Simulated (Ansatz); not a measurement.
A single point on C₃H₅O₂−, SMILES `CCC(=O)[O-]`.

```yaml
crystal:
  periodic: [false, false, false]
  atoms:
    - {symbol: C, position_ang: [-0.807863, -0.797432, 0.360285]}
    - {symbol: C, position_ang: [0.392585, 0.129083, 0.403229]}
    - {symbol: C, position_ang: [0.660926, 0.925740, -0.905162]}
    - {symbol: O, position_ang: [-0.123476, 0.720427, -1.855111]}
    - {symbol: O, position_ang: [1.646635, 1.691460, -0.854499]}
    - {symbol: H, position_ang: [-1.720010, -0.236437, 0.142881]}
    - {symbol: H, position_ang: [-0.699419, -1.530727, -0.442447]}
    - {symbol: H, position_ang: [-0.946135, -1.334651, 1.308203]}
    - {symbol: H, position_ang: [0.289300, 0.863109, 1.211130]}
    - {symbol: H, position_ang: [1.307457, -0.430562, 0.631489]}
basis:
  gaussian: {orbitals: def2-TZVPPD}
total_charge: -1
hamiltonian: {xc: pbe}
correlation: {method: rpa}
```

```sh
$ ansatz run in.yaml --threads 2 --pin off --events-out ev --progress --plain --max-ram 22528MiB --backend cuda --devices 0, --max-vram 18GiB
```

Output, abridged:

```
Functional definition: PBE
1628 factors; integrals over basis functions are off by at most 9.7e-4 eV
mean field evaluation 1: about -7275.0455 eV, gradient 6.1e1 eV
mean field evaluation 2: about -7275.0450 eV, gradient 6.1e1 eV
mean field evaluation 4: about -7279.0431 eV, gradient 4.1e1 eV
mean field evaluation 8: about -7282.9030 eV, gradient 1.6e0 eV
mean field evaluation 16: about -7282.9080 eV, gradient 8.7e-4 eV
mean field -7282.90803894 eV, -267.6419338987 hartree, gradient 5.9e-6 eV, S^2 0.000000; 2 other end points of the search recorded, 0 dependent functions left out
5 core orbitals not correlated: weight in the atoms' cores, before any rotation towards them, 1.000 or more for the frozen orbitals, at most 0.000 for the correlated occupied ones
reference -7247.07469837 eV, -266.3250829213 hartree; 15, 15 occupied and 256, 256 virtual orbitals, 1628 factors
Total energy: -7289.44223721 eV, -267.8820612561 hartree
```

It took 3.7 s on 2 threads of an AMD EPYC 7R13 on a shared host and a share of an NVIDIA H100 80 GB, with 1.4 GiB of host memory at the peak.
